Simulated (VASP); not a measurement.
Write the native input for VASP 6.6.1 that does the following.

```
Task                   : single point
Functional             : PBE
Potentials or basis    : VASP PAW PBE potentials, release 64 (Hf_pv)
Cutoff                 : 520 eV
k mesh                 : 8 × 8 × 8
Occupations            : gaussian, width 0.05 eV
Spin                   : no spin polarisation
Dipole correction      : no
Further INCAR settings : ALGO = Fast; EDIFF = 1e-07; NBANDS = 11
```

The structure of Hf lies in POSCAR:

```
Hf
1.0
    0.0000000000      2.2389399613      2.2389399613
    2.2389399613      0.0000000000      2.2389399613
    2.2389399613      2.2389399613      0.0000000000
Hf
1
Direct
    0.0000000000      0.0000000000      0.0000000000
```

The cell was built by a generator and needn't be a form met in nature.

One way to write it, as run:

INCAR

```
PREC = Accurate
ENCUT = 520
EDIFF = 1E-7
ISMEAR = 0
SIGMA = 0.05
LREAL = False
LASPH = True
NELM = 100
ALGO = Fast
ISIF = 2
LWAVE = False
LCHARG = True
GGA = PE
LELF = True
LVHAR = True
NBANDS = 11
```

KPOINTS

```
regular mesh
0
Gamma
  8 8 8
```

Potentials or basis: VASP PAW PBE potentials, release 64 (Hf_pv).

The run is started by

```console
$ cat potpaw_PBE.64/Hf_pv/POTCAR > POTCAR
$ mpirun -np 1 vasp_std > vasp.out
```

Results of the run:

The pressure is 0.1 GPa and the band gap on the k mesh is none (metal or under the smearing width).

Run time: 7.3 s on 1 thread of Intel(R) Xeon(R) Platinum 8488C (Sapphire Rapids), on a shared host, peak memory 0.13 GiB.
